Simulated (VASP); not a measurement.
Wanted: the native input for a VASP 6.6.1 run.

```yaml
Task: single point
Functional: PBE
Potentials_or_basis: VASP PAW PBE potentials, release 64 (K_sv, I)
Cutoff: 520 eV
k_mesh: 6 × 6 × 6
Occupations: gaussian, width 0.05 eV
Spin: no spin polarisation
Dipole_correction: no
Further_INCAR_settings: ALGO = Normal; EDIFF = 1e-07; NBANDS = 15
```

The structure of KI lies in POSCAR:

```
KI
1.0
    0.0000000000      3.5245500000      3.5245500000
    3.5245500000      0.0000000000      3.5245500000
    3.5245500000      3.5245500000      0.0000000000
K I
1 1
Direct
    0.0000000000      0.0000000000      0.0000000000
    0.5141862082      0.5141862082      0.4858137918
```

The cell isn't the ideal one: all I atoms moved -0.100 Å, as atom 2 towards its neighbour atom 1 (K) at 3.525 Å.

These files were run (other wordings do the same):

INCAR

```
SYSTEM = KI
  PREC = Accurate
  ENCUT = 520
  EDIFF = 1E-7
  ISMEAR = 0
  SIGMA = 0.05
  LREAL = .False.
  LASPH = .True.
  NELM = 100
  ALGO = Normal
  ISIF = 2
  LWAVE = .False.
  LCHARG = .False.
  GGA = PE
  NBANDS = 15
```

KPOINTS

```
regular mesh
0
Gamma
  6 6 6
  0 0 0
```

Potentials or basis: VASP PAW PBE potentials, release 64 (K_sv, I).

Launch:

```bash
$ cat potpaw_PBE.64/K_sv/POTCAR potpaw_PBE.64/I/POTCAR > POTCAR
$ mpirun -np 1 vasp_std > vasp.out
```

It gave:

| Property | Result |
| --- | --- |
| Pressure | 0.7 GPa |
| Largest force | 0.116 eV/Å |
| Band gap on the k mesh | 3.98 eV, direct |

Caveat: spin-orbit coupling is left out, which moves the levels of the heavy elements.

Run time: 27 s on 1 thread of Intel(R) Xeon(R) 6975P-C (Granite Rapids), with other jobs on the host, peak memory 0.25 GiB.
